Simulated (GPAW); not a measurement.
# SiO2: single point with PBE

SiO2:

```
Si O
1.0
     4.23317    0.00000    0.00000
     0.00000    4.23317    0.00000
     0.00000    0.00000    2.69349
Si O
2 4
Direct
  0.00000 0.00000 0.00000
  0.50000 0.50000 0.50000
  0.80684 0.19316 0.50000
  0.30684 0.30684 0.00000
  0.19316 0.80684 0.50000
  0.69316 0.69316 0.00000
```

The cell comes from a database or a generator and needn't be the stable form of this composition.

* Program: GPAW 26.7.0
* Task: single point
* Functional: PBE
* Potentials or basis: GPAW PAW data sets (gpaw-data 1.2.1)
* Cutoff: 800 eV
* Basis: pw
* k mesh: 6 × 6 × 10
* Occupations: fermi-dirac, width 0.05 eV
* Spin: no spin polarisation

- Pressure: 3.6 GPa
- Largest force: 0.092 eV/Å
- Band gap on the k mesh: 5.07 eV, direct

Forces in eV/Å, atoms in the order of the input:
```
Si   0.000  0.000  0.000
Si   0.000  0.000  0.000
O   -0.065  0.065  0.000
O   -0.065 -0.065  0.000
O    0.065 -0.065  0.000
O    0.065  0.065  0.000
```

Stress tensor (GPa, compression positive):
```
3.29 0.00 0.00
0.00 3.29 0.00
0.00 0.00 4.21
```

Levels at points of the mesh, in eV from the valence-band top:
```
           k point  band 12  band 13  band 14  band 15  band 16  band 17  band 18  band 19  band 20  band 21
(0.00, 0.00, 0.00)    -3.02    -2.47    -0.82    -0.82     0.00     5.07     6.60     8.31     8.31    11.09
(0.00, 0.00, 0.50)    -4.44    -2.87    -2.87    -2.56    -2.56     8.69     8.69    12.28    12.28    12.38
(0.50, 0.00, 0.00)    -3.69    -2.60    -2.60    -1.03    -1.03     7.33     7.33     8.90     8.90    10.81
(0.50, 0.00, 0.50)    -3.79    -2.20    -2.20    -1.65    -1.65     8.46     8.46     9.51     9.51    12.12
(0.50, 0.50, 0.00)    -3.13    -2.52    -2.52    -2.17    -2.17     7.04     7.04     9.81     9.81    12.75
(0.50, 0.50, 0.50)    -4.32    -1.71    -1.71    -1.46    -1.46     6.86     6.86    10.75    10.75    11.61
```

Wall time 69 s on 1 thread of Intel(R) Xeon(R) Platinum 8488C (Sapphire Rapids), with other jobs on the host, peak memory 0.29 GiB.

A k mesh can miss the band edges.
